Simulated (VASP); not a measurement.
A run of VASP 6.6.1 is set up as follows.

The input INCAR:

```
  PREC = Accurate
  ENCUT = 600
  EDIFF = 1E-7
  ISMEAR = 0
  SIGMA = 0.05
  LREAL = False
  LASPH = True
  NELM = 60
  ALGO = Normal
  ISIF = 3
  LWAVE = False
  LCHARG = False
  GGA = PE
  IBRION = 2
  NSW = 80
  EDIFFG = -0.03
```

KPOINTS

```
regular mesh
0
Gamma
  8 8 4
```

The input POSCAR:

```
Mg
1.0
    3.2100000000      0.0000000000      0.0000000000
   -1.6050000000      2.7799415461      0.0000000000
    0.0000000000      0.0000000000      5.2130400000
Mg
2
Direct
    0.3333333333      0.6666666667      0.7500000000
    0.6666666667      0.3333333333      0.2500000000
```

Potentials or basis: VASP PAW PBE potentials, release 64 (Mg).

Run with:

```bash
$ cat potpaw_PBE.64/Mg/POTCAR > POTCAR
$ mpirun -np 1 vasp_std > vasp.out
```

(1) Predict the relaxed volume.

(2) What does it give for the relaxed cell?

(3) Predict the band gap on the k mesh.

(4) Estimate the space group after relaxing (to 0.05 Å).

Results:

(1) 22.84 Å³/atom.

(2) a = 3.180 Å, b = 3.180 Å, c = 5.215 Å, α = 90.00°, β = 90.00°, γ = 120.00°.

(3) none (metal or under the smearing width).

(4) P6_3/mmc (No. 194).
